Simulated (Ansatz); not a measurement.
Theory: Ansatz, DFT PBE, scalar-relativistic, plane waves, PAW. Settings: cutoff 420 eV, Γ-centred meshes spaced at most about 0.3 Å⁻¹, and about 0.25 Å⁻¹ or finer for metals (2π included), Gaussian smearing. No spin polarisation in the final relaxations.

All energies are static (0 K, no zero-point motion).

Compare these two cells of P, each relaxed at this level.

A.

Space group P4/nmm:1 (No. 129). a = 3.053 Å, b = 3.053 Å, c = 3.921 Å, α = 90.00°, β = 90.00°, γ = 90.00°
```json
{"atom": "P", "site": "2c", "symmetry": "4mm", "x": "0.5000", "y": "0.0000", "z": "0.8793"}
```

B.

Space group P4_132 (No. 213). a = 4.040 Å, b = 4.040 Å, c = 4.040 Å, α = 90.00°, β = 90.00°, γ = 90.00°
```json
{"atom": "P", "site": "4a", "symmetry": ".32", "x": "0.3750", "y": "0.3750", "z": "0.3750"}
```

Task: Which would you expect to be lower, and how large is the difference?

Result: They are level within the accuracy (3 meV/atom apart, with A the lower in these runs). A has space group P4/nmm (No. 129), 18.3 Å³/atom and no gap on its mesh; B has space group P4_132 (No. 213), 16.5 Å³/atom and no gap. Counting all near atoms (those within 1.25 times the shortest such distance or 1.15 times the sum of covalent radii, 1.27 where that leaves under three), A has P 4 and B has P 6. In A, P has 4 P at 2.36 Å. In B, P has 6 P at 2.47 Å. Both come from invented guesses. The part of the Crystallography Open Database at hand lists P in space groups No. 2, 13, 64, 123; no cell shown has one of them.

For metals, differences of a few meV/atom aren't resolved. Weakly bound directions are ill-defined at this level, which has no dispersion term (P4/nmm), and this can change margins and order among such cells. Cells relaxed within their symmetry can be saddle points.
